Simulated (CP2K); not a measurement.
MoS2:

```
Mo S
1.0
     3.16900    0.00000    0.00000
    -1.58450    2.74443    0.00000
     0.00000    0.00000   12.32400
Mo S
2 4
Cartesian
  1.5845 0.9148 9.2430
  0.0000 1.8296 3.0810
  1.5845 0.9148 4.6461
  0.0000 1.8296 10.8081
  1.5845 0.9148 1.5159
  0.0000 1.8296 7.6779
```

Program: CP2K 2026.2. Alike in all runs: task band structure; potentials or basis POTENTIAL_UZH Mo GTH-PBE-q14, S GTH-PBE-q6; DZVP-MOLOPT-PBE-GTH basis; no spin polarisation; cell as given; k mesh 10 × 10 × 3; smearing fermi-dirac 0.05 eV.

Task: Order these runs on this cell by their pressure, lowest first.
A. level LDA; EPS_DEFAULT 1.0E-10; NGRIDS 5
B. level HLE17; EPS_DEFAULT 1.0E-10; NGRIDS 5
C. level optB88-vdW; EPS_DEFAULT 1.0E-10; NGRIDS 5; cutoff of the non-local correlation (Ry) 300
D. level PBEsol; EPS_DEFAULT 1.0E-10; NGRIDS 5
E. level OLYP; EPS_DEFAULT 1.0E-9; NGRIDS 4; MPI ranks 4

Result: B (-8.1 GPa), A (-2.1 GPa), D (-0.3 GPa), E (2.3 GPa), C (4.9 GPa).

Caveats: the potentials were made for another functional, which shifts forces and pressure; the basis of atomic orbitals isn't converged, which shifts pressures, moduli and gaps; this functional lacks dispersion, which binds the layers, so the pressure and a relaxed spacing across them are unreliable (some runs); the potentials were made for a functional far from this one (some runs).

Runs at the PBE level aren't shown here.
